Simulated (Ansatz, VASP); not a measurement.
**HfO2 in VASP and in Ansatz**

```
Hf O
1.0
     3.44211    0.00000    0.00000
     0.00000    3.44211    0.00000
     0.00000    0.00000    5.41457
Hf O
2 4
Direct
  0.50000 0.50000 0.50000
  0.00000 0.00000 0.00000
  0.00000 0.50000 0.69541
  0.50000 0.00000 0.80459
  0.50000 0.00000 0.30459
  0.00000 0.50000 0.19541
```

Change from the starting cell: biaxial strain in the a-b plane, c and atoms relaxed: -4.5 %.

Alike in both runs: functional PBE; k mesh 6 × 6 × 4; occupations gaussian, width 0.02 eV; no spin polarisation.

Ansatz relaxed the structure, and its values are those at the end. VASP's run is a single point on that final structure, the one shown.

|  | VASP | Ansatz |
| --- | --- | --- |
| version | VASP 6.6.1 | Ansatz 0.2.0 |
| potentials or method | VASP PAW PBE potentials, release 64 (Hf_pv, O) | scalar-relativistic, plane waves, PAW |
| plane-wave cutoff (eV) | 520 | 420 |
| valence electrons in the cell | 44 | 76 |

VASP gave:

| Item | Value |
| --- | --- |
| gap on the k mesh at the Fermi level (eV) | 4.66 |
| least direct gap on the mesh (eV) | 4.70 |
| pressure (GPa) | 15.1 |
| rms of the force components (eV/Å) | 0.024 |

What did Ansatz give for the same quantities?

gap on the k mesh at the Fermi level (eV): 4.66; least direct gap on the mesh (eV): 4.71; pressure (GPa): 18.6; rms of the force components (eV/Å): 0.001.

The functional is the same, so the differences come from potentials, cutoffs and numerics. The two sets of potentials don't hold the same shells in valence.

Caveats: so large a pressure means that the cell lies far from this level's equilibrium, or that cutoff or potentials fall short (VASP); spin-orbit coupling is left out, which moves the levels of the heavy elements. A k mesh can miss the band edges.
